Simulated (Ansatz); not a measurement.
This cell of ZrO2 (tetragonal-ZrO2 type, space group P4_2/nmc) is off equilibrium:

```xyz
6
Lattice="3.5845 0.0000 0.0000 0.0000 3.5845 0.0000 0.0000 0.0000 5.1787" Properties=species:S:1:pos:R:3 pbc="T T T"
Zr     0.0000     0.0000     0.0000
Zr     1.7922     1.7922     2.5894
O      0.0000     1.7922     1.0417
O      0.0000     1.7922     3.6311
O      1.7922     0.0000     1.5476
O      1.7502     0.0000     4.1370
```

All values below come from PBEsol (plane waves to 420 eV, PAW, scalar-relativistic; Ansatz, a first-principles code). k mesh 8×8×5 (Γ-centred), Fermi-Dirac smearing 0.05 eV. The energy includes the smearing's −TS. Compression counts positive. The PAW data are Ansatz's earlier set. This is a high-temperature form of ZrO2. ZrO2 is run without spin polarisation. ZrO2 was relaxed with its symmetry unable to fall.

### Question
What forces act on the atoms (eV/Å, Cartesian)?

### Answer
| atom | Fx | Fy | Fz |
|---|---|---|---|
| Zr1 | -0.323 | 0.000 | 0.032 |
| Zr2 | -0.033 | 0.000 | -0.007 |
| O3 | -0.017 | 0.000 | 0.003 |
| O4 | -0.287 | 0.000 | -0.003 |
| O5 | -0.033 | 0.000 | 0.006 |
| O6 | 0.694 | 0.000 | -0.031 |

### Question
Give the stress tensor in GPa and the pressure.

### Answer
```
   0.18     0.00    -0.86
   0.00     0.08     0.00
  -0.86     0.00     0.10
```
The pressure, a third of the trace, is 0.12 GPa.

### Question
In it atom 6 sits (-0.042, 0.000, 0.000) Å away from its relaxed site. What is its energy relative to the relaxed cell?

### Answer
15 meV/cell.

(For displaced atoms, the force is minus the slope of the energy, and its curvature is a force constant, which sets phonon frequencies.)
